**SnSe2 along a fixed-volume c/a path: Se–Se packing model against energy, stress and gap**

The table holds the energy change, pressure and gap on the k mesh of CdI2-type SnSe2 at nine axial ratios, at fixed volume and frozen fractional coordinates, from plane-wave PAW calculations with PBE+D3(BJ) in Ansatz 0.2.0. The program rebuilds the geometry of each row, locates the minimum from the stresses of the same runs, and compares the energies with an exponential Se–Se contact model, a harmonic curve in the logarithm of the ratio and an octahedral angle-bending term. The minimum lies at a ratio of 1.022, near ideal close packing at 1.014, and the contact model follows the energies to 2.5 meV/atom rms and reproduces the twofold asymmetry between the end rows. The same model gives a rising pressure on the squashed side, where the table falls, and is too stiff in the first and last intervals. The output also lists the forces on Se with a rough estimate of the relaxation energy, and the slopes of the gap between rows.

CdI2-type SnSe2 (starting cell a = 3.811, c = 6.137 Å, not relaxed at this level), with c/a varied at fixed volume and fixed fractional coordinates. Ansatz 0.2.0, plane-wave PAW, PBE with D3(BJ), scalar-relativistic, no spin polarisation, 420 eV cutoff, Gamma-centred 9×9×6 k mesh, 0.05 eV Gaussian smearing. Energies are free energies; pressure is positive in compression.

## Analysis program

```python
# Table: SnSe2 (CdI2 type), c/a scan at fixed volume, frozen fractional coordinates; energy, pressure,
# mesh gap; Ansatz 0.2.0, PAW, PBE+D3(BJ). Tested: Se-Se contact model, harmonic curve, angle bending.
T = {
    'axial_ratio': [0.8, 0.85, 0.92, 0.96, 1.0, 1.05, 1.1, 1.2, 1.3],  # over its starting value
    'energy_change': [119.1, 77.2, 29.1, 10.3, 0.0, 0.7, 17.8, 102.5, 241.1],  # meV/atom
    'pressure': [1.74, 2.23, 2.67, 2.84, 2.96, 3.07, 3.17, 3.5, 4.07],  # GPa
    'gap_on_mesh': [0.0, 0.118, 0.16, 0.51, 0.699, 0.624, 0.428, 0.0, 0.0],  # eV
}
import numpy as np
from scipy import constants as C
from scipy.interpolate import CubicSpline
x, E, P, G = (np.array(T[k], float) for k in ("axial_ratio", "energy_change", "pressure", "gap_on_mesh"))
a0, c0 = 3.811, 6.137  # starting cell, A
# further outputs of the same runs: stresses GPa (compression +), force on Se eV/A, Sn-Se A, energies eV/cell
sx = np.array([-0.41549, 0.12169, 1.054197, 1.733926, 2.5145, 3.637192, 4.920193, 7.754522, 10.39259])
sz = np.array([6.04194, 6.444183, 5.908922, 5.043458, 3.838866, 1.93085, -0.32889, -5.014647, -8.586516])
F = np.array([1.3252, 1.2649, 1.0859, 0.926, 0.7315, 0.4495, 0.1369, -0.4451, -0.8319])
dr = np.array([2.714, 2.7, 2.688, 2.684, 2.682, 2.683, 2.686, 2.7, 2.721])
Ef = np.array([0.35717, 0.23154, 0.087315, 0.030926, 0, 0.0020645, 0.053253, 0.3076, 0.72325])
E0 = np.array([0.3576, 0.23161, 0.08732, 0.030926, 0, 0.0020645, 0.053253, 0.30856, 0.72452])
V = np.sqrt(3)/2*a0**2*c0/3; u = 1e-18/C.e  # meV per GPa A^3
i = int(np.argmin(abs(x-1))); L = np.log(x); D = sz-sx; f = 2/3*V*u
z = np.sqrt(dr[i]**2-a0**2/3)/c0
def geo(t):
    a, c = a0*t**(-1/3), c0*t**(2/3); d = np.sqrt(a*a/3+(z*c)**2)
    return a, c, d, np.degrees(2*np.arcsin(a/2/d)), np.sqrt(a*a/3+(2*z*c)**2), np.sqrt(a*a/3+((1-2*z)*c)**2)
def rep(t, r, n=0):
    g = geo(t); return sum(w*s**n*np.exp(-(s-3.8)/r) for w, s in ((1, g[0]), (.5, g[4]), (.5, g[5])))
def fit(b):
    b = b-b[i]; k = b@E/(b@b); return k, k*b-E
rms = lambda v: np.sqrt(np.mean(v**2))
a, c, d, th, s1, s2 = geo(x)
kF = 78.97*C.atomic_mass*(2*np.pi*C.c*100*190)**2/C.e*1e-20  # A1g about 190 cm-1, rough recalled
print(f"Se height z = {z:.4f}; largest Sn-Se misfit {max(abs(d-dr)):.4f} A (rounding 0.0005)")
print("ratio  a(A) c/2(A) SnSe(A) angle SeSe_across(A) axial-basal(GPa) force(eV/A) rough relax(meV/atom)")
for j in range(len(x)):
    w = float(f"{F[j]**2/kF/3*1e3:.1g}")
    print(f"{x[j]:4.2f} {a[j]:6.3f} {c[j]/2:6.3f} {d[j]:6.3f} {th[j]:5.1f} {s2[j]:6.3f} {D[j]:7.2f} {F[j]:6.2f} {w:6g}")
K = -(D[i+1]-D[i])/(L[i+1]-L[i]); L0 = L[i]+D[i]/K
print(f"minimum from stresses: ratio {np.exp(L0):.3f}, {f*K*L0**2/2:.1f} meV/atom below ratio 1")
print(f"slope of basal-axial stress there {K:.0f} GPa per ln ratio; 3x slope = C11+C12+2C33-4C13 about {3*K:.0f} GPa, clamped")
rs = np.arange(0.2, 1.2, 0.005); r = rs[np.argmin([rms(fit(rep(x, q))[1]) for q in rs])]
B, rc = fit(rep(x, r)); ka, ra = fit((th-90)**2); rh = f*K/2*((L-L0)**2-L0**2)-E
t = np.linspace(0.9, 1.1, 2001)
print(f"ideal packing ratio {np.sqrt(8/3)*a0/c0:.3f}; contact model minimum {t[np.argmin(rep(t, r))]:.3f}")
print(f"contacts: range {r:.2f} A, scale {B:.0f} meV; rms with range fixed at 0.35 A: {rms(fit(rep(x, 0.35))[1]):.1f} meV")
print(f"angle bending: {ka:.2f} meV/atom/deg^2")
S = CubicSpline(L, -f*D); I = np.array([S.integrate(0, l) for l in L])
Pm = B*rep(x, r, 1)/(3*V*r*u); Pm -= Pm[i]
print("ratio  E  stress_integral | model-E: contact harmonic angle (meV/atom) | P-P(1): table contact (GPa)")
for j in range(len(x)):
    print(f"{x[j]:4.2f} {E[j]:6.1f} {I[j]:6.1f} | {rc[j]:6.1f} {rh[j]:6.1f} {ra[j]:6.1f} | {P[j]-P[i]:6.2f} {Pm[j]:6.2f}")
for n, v in (("contact", rc), ("harmonic", rh), ("angle", ra)):
    print(f"{n}: rms {rms(v):.1f} meV/atom (rounding 0.05), worst {v[np.argmax(abs(v))]:.1f} at {x[np.argmax(abs(v))]:.2f}")
print(f"E(1.3)/E(0.8): table {E[-1]/E[0]:.2f}, contact {(E+rc)[-1]/(E+rc)[0]:.2f}, harmonic {(E+rh)[-1]/(E+rh)[0]:.2f}, angle {(E+ra)[-1]/(E+ra)[0]:.2f}")
h = 1e-4; Dm = -B*(rep(x*np.exp(h), r)-rep(x*np.exp(-h), r))/(2*h)/f
st, sm, gs = -np.diff(D)/np.diff(L), -np.diff(Dm)/np.diff(L), np.diff(G)/np.diff(x)
print("interval  stiffness: runs contact (GPa per ln ratio) | gap slope (eV per unit ratio)")
for j in range(len(x)-1):
    print(f"{x[j]:4.2f}-{x[j+1]:4.2f} {st[j]:6.1f} {sm[j]:6.1f} | {gs[j]:6.2f}")
print(f"straight-line gap closure: from 0.96,0.92 at {x[2]-G[2]/gs[2]:.2f}; from 1.05,1.1 at {x[6]-G[6]/gs[5]:.2f}")
print(f"force on Se vanishes near ratio {np.interp(0, F[::-1], x[::-1]):.2f}; a changes {100*(a[0]/a0-1):+.1f}% to {100*(a[-1]/a0-1):+.1f}%")
print(f"smearing shift at most {max(abs(E0-Ef))/3*1e3:.2f} meV/atom; mean stress - pressure at most {max(abs((2*sx+sz)/3-P)):.3f} GPa")
assert D[i] > 0 > D[i+1] and np.all(np.diff(D) < 0)
assert np.all(np.diff(P) > 0) and P.min() > 0
assert np.argmax(G) == i and gs[1] < 0.2*gs[2]
assert st[0] < 0.1*K and E[-1] > 1.5*E[0]
```

Printed output:

```
Se height z = 0.2499; largest Sn-Se misfit 0.0007 A (rounding 0.0005)
ratio  a(A) c/2(A) SnSe(A) angle SeSe_across(A) axial-basal(GPa) force(eV/A) rough relax(meV/atom)
0.80  4.105  2.644  2.714  98.3  3.552    6.46   1.33     60
0.85  4.023  2.753  2.700  96.3  3.603    6.32   1.26     50
0.92  3.918  2.903  2.687  93.6  3.681    4.85   1.09     40
0.96  3.863  2.986  2.684  92.1  3.728    3.31   0.93     30
1.00  3.811  3.068  2.682  90.5  3.777    1.32   0.73     20
1.05  3.750  3.170  2.683  88.7  3.840   -1.71   0.45      6
1.10  3.692  3.270  2.686  86.8  3.904   -5.25   0.14    0.6
1.20  3.586  3.465  2.699  83.3  4.038  -12.77  -0.45      6
1.30  3.492  3.655  2.721  79.8  4.176  -18.98  -0.83     20
minimum from stresses: ratio 1.022, 1.5 meV/atom below ratio 1
slope of basal-axial stress there 62 GPa per ln ratio; 3x slope = C11+C12+2C33-4C13 about 186 GPa, clamped
ideal packing ratio 1.014; contact model minimum 1.014
contacts: range 0.60 A, scale 1307 meV; rms with range fixed at 0.35 A: 6.3 meV
angle bending: 2.15 meV/atom/deg^2
ratio  E  stress_integral | model-E: contact harmonic angle (meV/atom) | P-P(1): table contact (GPa)
0.80  119.1  119.5 |    1.7   78.1   28.3 |  -1.22   0.78
0.85   77.2   77.7 |   -3.0   33.7    8.5 |  -0.73   0.49
0.92   29.1   29.1 |   -4.0    5.8   -1.7 |  -0.29   0.17
0.96   10.3   10.3 |   -2.3    1.0   -1.7 |  -0.12   0.06
1.00    0.0    0.0 |    0.0    0.0    0.0 |   0.00   0.00
1.05    0.7    0.7 |    2.6    0.3    2.5 |   0.11   0.02
1.10   17.8   17.8 |    4.0   -1.1    3.2 |   0.21   0.16
1.20  102.5  101.4 |    0.9  -17.8   -5.3 |   0.54   0.77
1.30  241.1  238.7 |   -0.2  -49.4  -19.9 |   1.11   1.81
contact: rms 2.5 meV/atom (rounding 0.05), worst -4.0 at 0.92
harmonic: rms 33.4 meV/atom (rounding 0.05), worst 78.1 at 0.80
angle: rms 12.1 meV/atom (rounding 0.05), worst 28.3 at 0.80
E(1.3)/E(0.8): table 2.02, contact 1.99, harmonic 0.97, angle 1.50
interval  stiffness: runs contact (GPa per ln ratio) | gap slope (eV per unit ratio)
0.80-0.85    2.2   11.6 |   2.36
0.85-0.92   18.5   27.4 |   0.60
0.92-0.96   36.3   41.1 |   8.75
0.96-1.00   48.6   50.3 |   4.72
1.00-1.05   62.1   59.7 |  -1.50
1.05-1.10   76.2   69.2 |  -3.92
1.10-1.20   86.4   80.9 |  -4.28
1.20-1.30   77.6   93.2 |   0.00
straight-line gap closure: from 0.96,0.92 at 0.90; from 1.05,1.1 at 1.21
force on Se vanishes near ratio 1.12; a changes +7.7% to -8.4%
smearing shift at most 0.42 meV/atom; mean stress - pressure at most 0.004 GPa
```
